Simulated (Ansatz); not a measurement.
**Sr under pressure: fit and missing row**

Sr, Fm-3m, a = 5.916 Å. Ansatz: PBEsol, PAW, 420 eV, Γ-centred 12×12×12 mesh on 1 atom, Gaussian smearing 0.10 eV; no spin polarisation. Cell and atoms are relaxed at each pressure, and no other structure is tried, so the rows at high pressure may lie past a change of phase.

| V (Å³/atom) | P (GPa) |
| --- | --- |
| 14.656 | ? |
| 18.738 | 50.01 |
| 24.932 | 25.05 |
| 32.309 | 12.00 |
| 41.619 | 4.02 |
| 48.224 | 1.04 |
| 51.759 | 0.02 |
| 56.620 | -0.93 |

Q: Take V0 = 51.759 Å³/atom, count pressures from its P0 = 0.02 GPa, fit the third-order Birch–Murnaghan form to the other rows, and predict the missing pressure.

A: With the Eulerian strain f = ½[(V0/V)^(2/3) − 1] and y = (P − P0)/[3f(1 + 2f)^(5/2)], the form is the line y = B0 + 1.5 B0 (B0′ − 4) f. Rows (f, y): 0.48434, 6.33; 0.31368, 7.87; 0.18456, 9.86; 0.07823, 11.85; 0.02415, 12.51; -0.02904, 12.66. Means f = 0.1760, y = 10.180; Σ(Δf)² = 0.1888, ΣΔfΔy = -2.533; the slope is their ratio. y = 12.54 − 13.42 f GPa, so B0 = 12.5 GPa and B0′ = 4 + 2 × (-13.42)/(3 × 12.54) = 3.29. At V = 14.656, f = 0.65953, y = 3.689 and P = 59.80 GPa. The run gave 90.04 GPa, so the fit is 30.24 GPa too low, 33 % of the span of the series, against an rms of 1.10 GPa on the fitted rows. The row lies outside the fitted range. A fourth-order term fitted to the same rows gives P = 70.77 GPa at this row's volume (the line 59.80, the run 90.04), which recovers part of the miss. Also, this row ran on the mesh 18×18×18, its neighbour on 16×16×16, which can shift it a little.

The mesh isn't the same in all rows (12×12×12, 14×14×14, 16×16×16, 18×18×18).